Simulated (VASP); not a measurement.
**GaN: relaxation of cell and atoms with LDA**

GaN:

```xyz
4
Lattice="3.1800 0.0000 0.0000 -1.5900 2.7540 0.0000 0.0000 0.0000 5.1660" Properties=species:S:1:pos:R:3 pbc="T T T"
Ga    0.0000    1.8360    0.0000
Ga    1.5900    0.9180    2.5830
N     0.0000    1.8360    1.9373
N     1.5900    0.9180    4.5203
```

```json
{"Program": "VASP 6.6.1", "Task": "relaxation of cell and atoms", "Functional": "LDA", "Potentials or basis": "VASP PAW LDA potentials, release 64 (Ga_d, N)", "Cutoff": "600 eV", "k mesh": "12 × 12 × 5", "Occupations": "gaussian, width 0.03 eV", "Spin": "no spin polarisation", "Further INCAR settings": "ALGO = Normal; EDIFF = 1e-06; IBRION = 2; EDIFFG = -0.01; NSW = 90; ISIF = 3"}
```

- Relaxed volume: 11.10 Å³/atom
- Relaxed cell: a = 3.157 Å, b = 3.157 Å, c = 5.147 Å, α = 90.00°, β = 90.00°, γ = 120.00°
- Space group after relaxing (to 0.05 Å): P6_3mc (No. 186)
- Energy gained by relaxing: 2.7 meV/atom
- Ionic steps: 3
- Pressure after relaxing: 0.0 GPa
- Largest force after relaxing: 0.010 eV/Å
- Band gap on the k mesh: 2.11 eV, direct

Forces in eV/Å, atoms in the order of the input:
```
Ga   0.000  0.000 -0.010
Ga   0.000  0.000 -0.010
N    0.000  0.000  0.010
N    0.000  0.000  0.010
```

The path:
```csv
step,energy change (eV),largest force (eV/Å),pressure (GPa),volume (Å³)
1,0.0000,0.1277,-3.52,45.24
2,-0.0003,0.1151,3.81,43.63
3,-0.0109,0.0097,0.01,44.42
```

Final structure:
```yaml
crystal:
  lattice:
    - [3.15658, 0.00000, 0.00000]
    - [-1.57829, 2.73368, 0.00000]
    - [0.00000, 0.00000, 5.14741]
  atoms:
    - { symbol: Ga, position: [0.33333, 0.66667, 0.99940] }
    - { symbol: Ga, position: [0.66667, 0.33333, 0.49940] }
    - { symbol: N, position: [0.33333, 0.66667, 0.37560] }
    - { symbol: N, position: [0.66667, 0.33333, 0.87560] }
```

Levels at points of the mesh, in eV from the valence-band top:
| k point | band 15 | band 16 | band 17 | band 18 | band 19 | band 20 | band 21 | band 22 |
| --- | --- | --- | --- | --- | --- | --- | --- | --- |
| (0.00, 0.00, 0.00) | -1.08 | -0.06 | 0.00 | 0.00 | 2.11 | 4.35 | 9.19 | 9.88 |
| (0.50, 0.00, 0.00) | -4.39 | -2.87 | -2.33 | -1.04 | 4.99 | 5.64 | 5.98 | 8.68 |

It took 110 s on 1 thread of Intel(R) Xeon(R) 6975P-C (Granite Rapids), on a shared host, peak memory 0.19 GiB.

LDA usually gives volumes a few per cent too small. Zero-point motion and thermal expansion aren't in these numbers.
